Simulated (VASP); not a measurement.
# Cu3Au (Pm-3m) in VASP: a series of runs

One crystal, Cu3Au, is run at these levels: PBE; tasks: relaxation of cell and atoms, electrostatic potential.

Everything below comes from runs of VASP 6.6.1. Logs are shortened: lines on timing, memory, paths and dates and some standing lists are left out, and cuts for length are marked.

### Step 1. Starting point

It takes space group Pm-3m (No. 221, cubic). Conventional cell: a = 3.720 Å, b = 3.720 Å, c = 3.720 Å, α = 90.00°, β = 90.00°, γ = 90.00°. Cu (site symmetry 4/mmm) has 8 Cu at 2.63 Å and 4 Au at 2.63 Å as nearest neighbours. Au (site symmetry m-3m) is surrounded by 12 Cu at 2.63 Å.

The cell was built by a generator and needn't be a form met in nature.

### Step 2. Relaxation of cell and atoms, PBE

File INCAR:

```
SYSTEM = Cu3Au
  PREC = Accurate
  ENCUT = 600
  EDIFF = 1E-6
  ISMEAR = 1
  SIGMA = 0.1
  LREAL = .FALSE.
  LASPH = .TRUE.
  NELM = 120
  ALGO = Normal
  ISIF = 3
  LWAVE = .FALSE.
  LCHARG = .FALSE.
  GGA = PE
  IBRION = 2
  NSW = 40
  EDIFFG = -0.005
```

File KPOINTS:

```
regular mesh
0
G
  12 12 12
  0 0 0
```

File POSCAR:

```
Cu3Au
1.0
    3.7200000000      0.0000000000      0.0000000000
    0.0000000000      3.7200000000      0.0000000000
    0.0000000000      0.0000000000      3.7200000000
Cu Au
3 1
Direct
    0.0000000000      0.5000000000      0.5000000000
    0.5000000000      0.0000000000      0.5000000000
    0.5000000000      0.5000000000      0.0000000000
    0.0000000000      0.0000000000      0.0000000000
```

Potentials or basis: VASP PAW PBE potentials, release 64 (Cu, Au).

The run is started by

```console
> cat potpaw_PBE.64/Cu/POTCAR potpaw_PBE.64/Au/POTCAR > POTCAR
> mpirun -np 1 vasp_std > vasp.out
```

OUTCAR:

```text
SYSTEM = Cu3Au
   PREC = Accurate
   ENCUT = 600
   EDIFF = 1E-6
   ISMEAR = 1
   LREAL = .FALSE.
   LASPH = .TRUE.
   NELM = 120
   ISIF = 3
   GGA = PE
   IBRION = 2
   NSW = 40
   EDIFFG = -0.005

 ion  position               nearest neighbor table
   1  0.000  0.500  0.500-   2 2.63   3 2.63   4 2.63   3 2.63   4 2.63   2 2.63   4 2.63   4 2.63
                             2 2.63   3 2.63   3 2.63   2 2.63
   2  0.500  0.000  0.500-   1 2.63   3 2.63   4 2.63   3 2.63   4 2.63   1 2.63   3 2.63   3 2.63
                             1 2.63   4 2.63   4 2.63   1 2.63
   3  0.500  0.500  0.000-   1 2.63   2 2.63   4 2.63   1 2.63   2 2.63   2 2.63   4 2.63   2 2.63
                             1 2.63   4 2.63   1 2.63   4 2.63
   4  0.000  0.000  0.000-   1 2.63   2 2.63   3 2.63   1 2.63   2 2.63   1 2.63   3 2.63   1 2.63
                             2 2.63   3 2.63   2 2.63   3 2.63

  LATTYP: Found a simple cubic cell.
 ALAT       =     3.7200000000

  Lattice vectors:

 A1 = (   3.7200000000,   0.0000000000,   0.0000000000)
 A2 = (   0.0000000000,   3.7200000000,   0.0000000000)
 A3 = (   0.0000000000,   0.0000000000,   3.7200000000)

Analysis of symmetry for initial positions (statically):
=====================================================================
 Subroutine PRICEL returns:
 Original cell was already a primitive cell.

 Routine SETGRP: Setting up the symmetry group for a
 simple cubic supercell.

 Subroutine GETGRP returns: Found 48 space group operations
 (whereof 48 operations were pure point group operations)
 out of a pool of 48 trial point group operations.

The static configuration has the point symmetry O_h .

Analysis of symmetry for dynamics (positions and initial velocities):
=====================================================================
 Subroutine PRICEL returns:
 Original cell was already a primitive cell.

 Routine SETGRP: Setting up the symmetry group for a
 simple cubic supercell.

 Subroutine GETGRP returns: Found 48 space group operations
 (whereof 48 operations were pure point group operations)
 out of a pool of 48 trial point group operations.

The dynamic configuration has the point symmetry O_h .

 Subroutine INISYM returns: Found 48 space group operations
 (whereof 48 operations are pure point group operations),
 and found     1 'primitive' translations

----------------------------------------------------------------------------------------

                                     Primitive cell

  volume of cell :      51.4788

  direct lattice vectors                    reciprocal lattice vectors
     3.720000000  0.000000000  0.000000000     0.268817204  0.000000000  0.000000000
     0.000000000  3.720000000  0.000000000     0.000000000  0.268817204  0.000000000
     0.000000000  0.000000000  3.720000000     0.000000000  0.000000000  0.268817204

  length of vectors
     3.720000000  3.720000000  3.720000000     0.268817204  0.268817204  0.268817204

  position of ions in fractional coordinates (direct lattice)
     0.000000000  0.500000000  0.500000000
     0.500000000  0.000000000  0.500000000
     0.500000000  0.500000000  0.000000000
     0.000000000  0.000000000  0.000000000

  ion indices of the primitive-cell ions
   primitive index   ion index
                 1           1
                 2           2
                 3           3
                 4           4

----------------------------------------------------------------------------------------

 KPOINTS: regular mesh

Automatic generation of k-mesh.
 Grid dimensions read from file:
 generate k-points for:   12   12   12

 Generating k-lattice:

  Cartesian coordinates                     Fractional coordinates (reciprocal lattice)
     0.022401434  0.000000000  0.000000000     0.083333333  0.000000000  0.000000000
     0.000000000  0.022401434  0.000000000     0.000000000  0.083333333  0.000000000
     0.000000000  0.000000000  0.022401434     0.000000000  0.000000000  0.083333333

  Length of vectors
     0.022401434  0.022401434  0.022401434

  Shift w.r.t. Gamma in fractional coordinates (k-lattice)
     0.000000000  0.000000000  0.000000000

 Subroutine IBZKPT returns following result:
 ===========================================

 Found     84 irreducible k-points:

 Following reciprocal coordinates:
            Coordinates               Weight
  0.000000  0.000000  0.000000      1.000000
  0.083333  0.000000  0.000000      6.000000
  0.166667  0.000000  0.000000      6.000000
  0.250000  0.000000  0.000000      6.000000
  0.333333  0.000000  0.000000      6.000000
  0.416667  0.000000  0.000000      6.000000
[... 16 lines left out ...]
  0.333333  0.333333  0.000000     12.000000
  0.416667  0.333333  0.000000     24.000000
 [... further k-points ...]
   k-points           NKPTS =     84   k-points in BZ     NKDIM =     84   number of bands    NBANDS=     26
   number of dos      NEDOS =    301   number of ions     NIONS =      4
   total plane-waves  NPLWV =  27000
   dimension x,y,z NGX =    30 NGY =   30 NGZ =   30
   dimension x,y,z NGXF=    60 NGYF=   60 NGZF=   60
   ions per type =               3   1
   NGX,Y,Z   is equivalent  to a cutoff of  13.41, 13.41, 13.41 a.u.
   NGXF,Y,Z  is equivalent  to a cutoff of  26.81, 26.81, 26.81 a.u.
 SYSTEM =  Cu3Au
   PREC   = accura    normal or accurate (medium, high low for compatibility)
   ISTART =      0    job   : 0-new  1-cont  2-samecut
   ICHARG =      2    charge: 1-file 2-atom 10-const
   ISPIN  =      1    spin polarized calculation?
   LNONCOLLINEAR =      F non collinear calculations
   LSORBIT =      F    spin-orbit coupling
   LASPH  =      T    aspherical Exc in radial PAW
   ENCUT  =  600.0 eV  44.10 Ry    6.64 a.u.   7.43  7.43  7.43*2*pi/ulx,y,z
   NELM   =    120;   NELMIN=  2; NELMDL= -5     # of ELM steps
   EDIFF  = 0.1E-05   stopping-criterion for ELM
   LREAL  =      F    real-space projection
   EDIFFG = -.5E-02   stopping-criterion for IOM
   NSW    =     40    number of steps for IOM
   IBRION =      2    ionic relax: 0-MD 1-quasi-New 2-CG
   NFREE  =      1    steps in history (QN), initial steepest desc. (CG)
   ISIF   =      3    stress and relaxation
   ISYM   =      2    0-nonsym 1-usesym 2-fastsym
   POTIM  = 0.5000    time-step for ionic-motion
   TEBEG  =    0.0;   TEEND  =   0.0 temperature during run
   PSTRESS=    0.0 pullay stress
   NELECT =      44.0000    total number of electrons
   NUPDOWN=      -1.0000    fix difference up-down
   EMIN   =  10.00;   EMAX   =-10.00  energy-range for DOS
   EFERMI =   0.00;   METHOD = LEGACY
   ISMEAR =     1;   SIGMA  =   0.10  broadening in eV -4-tet -1-fermi 0-gaus
   EFERMI_NEDOS =   21; number of points for ismear=-14 and -15
   IALGO  =     38    algorithm
   IMIX   =      4    mixing-type and parameters
     AMIX     =   0.40;   BMIX     =  1.00
     AMIX_MAG =   1.60;   BMIX_MAG =  1.00
  volume/ion in A,a.u.               =      12.87        86.85
  Fermi-wavevector in a.u.,A,eV,Ry     =   1.553637  2.935948 32.841563  2.413787
  Thomas-Fermi vector in A             =   2.657839
   LORBIT       =      0    0 simple, 1 ext, 2 COOP (PROOUT), +10 PAW based schemes
   GGA     = PE    functional components
   LHFCALC =     F    Hartree Fock is set to
   AEXX    =    0.0000 exact exchange contribution
   IVDW    =     0    specifies the selected vdW correction
   LEPSILON=     F    determine dielectric tensor
   LRPA    =     F    only Hartree local field effects (RPA)
 conjugate gradient relaxation of ions
 non-spin polarized calculation
 Methfessel and Paxton  Order N= 1 SIGMA  =   0.10
  energy-cutoff  :      600.00
  volume of cell :       51.48
 maximum number of plane-waves:      1751
 NGX is ok and might be reduce to    30
   NGX = 15   NGY = 15   NGZ = 15

--------------------------------------- Ionic step        1  -------------------------------------------

 number of electron      44.0000067 magnetization

 Free energy of the ion-electron system (eV)
  ---------------------------------------------------
  ext. energy  EPLUGINS =         0.00000000
  ---------------------------------------------------
  free energy    TOTEN  =       -14.52549638 eV

  energy without entropy =      -14.52689805  energy(sigma->0) =      -14.52596361

------------------------ aborting loop because EDIFF is reached ----------------------------------------

  FORCE on cell =-STRESS in cart. coord.  units (eV):
  Direction    XX          YY          ZZ          XY          YZ          ZX
  --------------------------------------------------------------------------------------
  -------------------------------------------------------------------------------------
  Total        2.6270609      2.6270609      2.6270609     -0.0000000     -0.0000000      0.0000000
  in kB       81.7620753     81.7620753     81.7620753     -0.0000000     -0.0000000      0.0000000
  external PRESSURE =      81.7620753 kB  Pullay stress =       0.0000000 kB
[... 213 lines left out ...]
  energy  without entropy=      -14.5899109649  energy(sigma->0) =      -14.58933741

--------------------------------------- Ionic step        7  -------------------------------------------

 number of electron      44.0000000 magnetization

 Free energy of the ion-electron system (eV)
  ---------------------------------------------------
  ext. energy  EPLUGINS =         0.00000000
  ---------------------------------------------------
  free energy    TOTEN  =       -14.58904624 eV

  energy without entropy =      -14.58989882  energy(sigma->0) =      -14.58933043

 E-fermi :   7.9371     XC(G=0): -12.5346

 val. band max:        7.9355632281   @ k =   0.3333   0.3333   0.0000
 cond. band min:       7.9459932343   @ k =   0.2500   0.1667   0.1667
 fundamental gap:      0.0104300062
 Fermi energy:         7.9371356592

 k-point     1 :       0.0000    0.0000    0.0000
  band No.  band energies     occupation
      1      -1.5113      2.00000
      2       1.7015      2.00000
      3       1.7015      2.00000
      4       2.4918      2.00000
      5       2.4918      2.00000
      6       2.4918      2.00000
[... 685 lines left out ...]
     25      14.6582      0.00000
     26      15.9187      0.00000

 [... further k-points ...]
[... 5 lines left out ...]
  --------------------------------------------------------------------------------------
  -------------------------------------------------------------------------------------
  Total        0.0038901      0.0038901      0.0038901     -0.0000000      0.0000000     -0.0000000
  in kB        0.1150766      0.1150766      0.1150766     -0.0000000      0.0000000     -0.0000000
  external PRESSURE =       0.1150766 kB  Pullay stress =       0.0000000 kB
[... 19 lines left out ...]
  FREE ENERGIE OF THE ION-ELECTRON SYSTEM (eV)
  ---------------------------------------------------
  free  energy   TOTEN  =       -14.5890462371 eV

  energy  without entropy=      -14.5898988248  energy(sigma->0) =      -14.58933043

 reached required accuracy - stopping structural energy minimisation
```

Wall time 6.6 min (1 thread of Intel Xeon Platinum 8375C at 2.90GHz (Ice Lake), shared host); peak memory 0.27 GiB.

Results:

```yaml
Free_energy: -14.5890 eV
Relaxed_volume: 13.54 Å³/atom
Relaxed_cell: a = 3.784 Å, b = 3.784 Å, c = 3.784 Å, α = 90.00°, β = 90.00°, γ = 90.00°
Space_group_after_relaxing_to_0.05_Å: Pm-3m (No. 221)
Energy_gained_by_relaxing: 15.9 meV/atom
Ionic_steps: 7
Pressure_after_relaxing: 0.0 GPa
Band_gap_on_the_k_mesh: none (metal or under the smearing width)
```

The path:
| step | energy change (eV) | largest force (eV/Å) | pressure (GPa) | volume (Å³) |
| --- | --- | --- | --- | --- |
| 1 | 0.0000 | 0.0000 | 8.18 | 51.48 |
| 2 | -0.0214 | 0.0000 | -5.48 | 56.53 |
| 3 | -0.0636 | 0.0000 | 0.24 | 54.15 |
| 4 | -0.0635 | 0.0000 | -0.22 | 54.24 |
| 5 | -0.0635 | 0.0000 | 0.11 | 54.11 |
| 6 | -0.0636 | 0.0000 | 0.07 | 54.14 |
| 7 | -0.0635 | 0.0000 | 0.01 | 54.16 |

Final structure:
```cif
data_structure
_symmetry_space_group_name_H-M 'P 1'
_symmetry_Int_Tables_number 1
_cell_length_a 3.7835
_cell_length_b 3.7835
_cell_length_c 3.7835
_cell_angle_alpha 90.000
_cell_angle_beta 90.000
_cell_angle_gamma 90.000
_cell_volume 54.16
loop_
_atom_site_label
_atom_site_type_symbol
_atom_site_fract_x
_atom_site_fract_y
_atom_site_fract_z
_atom_site_occupancy
Cu1 Cu 0.00000 0.50000 0.50000 1
Cu2 Cu 0.50000 0.00000 0.50000 1
Cu3 Cu 0.50000 0.50000 0.00000 1
Au1 Au 0.00000 0.00000 0.00000 1
```

Levels at points of the mesh, in eV from the Fermi level:
```
           k point  band 20  band 21  band 22  band 23  band 24  band 25
(0.00, 0.00, 0.00)    -1.44    -1.44     1.26     1.26     1.26     5.75
(0.50, 0.00, 0.00)    -1.93    -1.56    -1.44     5.66     5.66     6.41
(0.50, 0.50, 0.00)    -2.14    -0.57    -0.57    -0.49     0.25     8.39
(0.50, 0.50, 0.50)    -1.64    -1.02    -1.00    -1.00    -1.00     2.28
```

### Step 3. Electrostatic potential, PBE

This run uses another cell than the first one, of 13.54 Å³/atom, 1.052 times its volume.

File INCAR:

```
SYSTEM = Cu3Au
PREC = Accurate
ENCUT = 520
EDIFF = 1E-6
ISMEAR = 1
SIGMA = 0.1
LREAL = .FALSE.
LASPH = .TRUE.
NELM = 100
ALGO = Normal
ISIF = 2
LWAVE = .FALSE.
LCHARG = .TRUE.
GGA = PE
LVHAR = .TRUE.
```

File KPOINTS:

```
Automatic mesh
0
G
  12 12 12
  0 0 0
```

File POSCAR:

```
Cu3Au                                   
1.0
    3.7835227171      0.0000000000     -0.0000000000
   -0.0000000000      3.7835227171     -0.0000000000
    0.0000000000     -0.0000000000      3.7835227171
  Cu              Au            
     3     1
Direct
     0.0000000000000000    0.5000000000000000    0.5000000000000000
     0.5000000000000000    0.0000000000000000    0.5000000000000000
     0.5000000000000000    0.5000000000000000    1.0000000000000000
     0.0000000000000000    0.0000000000000000    1.0000000000000000
```

Potentials or basis: VASP PAW PBE potentials, release 64 (Cu, Au).

The run is started by

```console
> cat potpaw_PBE.64/Cu/POTCAR potpaw_PBE.64/Au/POTCAR > POTCAR
> mpirun -np 1 vasp_std > vasp.out
```

It took 69 s on 1 thread of Intel Xeon Platinum 8375C at 2.90GHz (Ice Lake), shared host; peak memory 0.23 GiB.

It converged, with:

```
Free energy            : -14.5895 eV
Pressure               : 0.0 GPa
Band gap on the k mesh : none (metal or under the smearing width)
```

Levels at points of the mesh, in eV from the Fermi level:
| k point | band 18 | band 19 | band 20 | band 21 | band 22 | band 23 | band 24 | band 25 | band 26 |
| --- | --- | --- | --- | --- | --- | --- | --- | --- | --- |
| (0.00, 0.00, 0.00) | -1.56 | -1.44 | -1.44 | -1.44 | 1.26 | 1.26 | 1.26 | 5.75 | 7.25 |
| (0.50, 0.00, 0.00) | -2.22 | -2.01 | -1.93 | -1.56 | -1.44 | 5.66 | 5.66 | 6.41 | 6.41 |
| (0.50, 0.50, 0.00) | -2.30 | -2.21 | -2.14 | -0.57 | -0.57 | -0.49 | 0.25 | 8.39 | 9.27 |
| (0.50, 0.50, 0.50) | -1.64 | -1.64 | -1.64 | -1.02 | -1.00 | -1.00 | -1.00 | 2.28 | 3.93 |

The run has no spin-orbit coupling, so splittings on Au are missing.
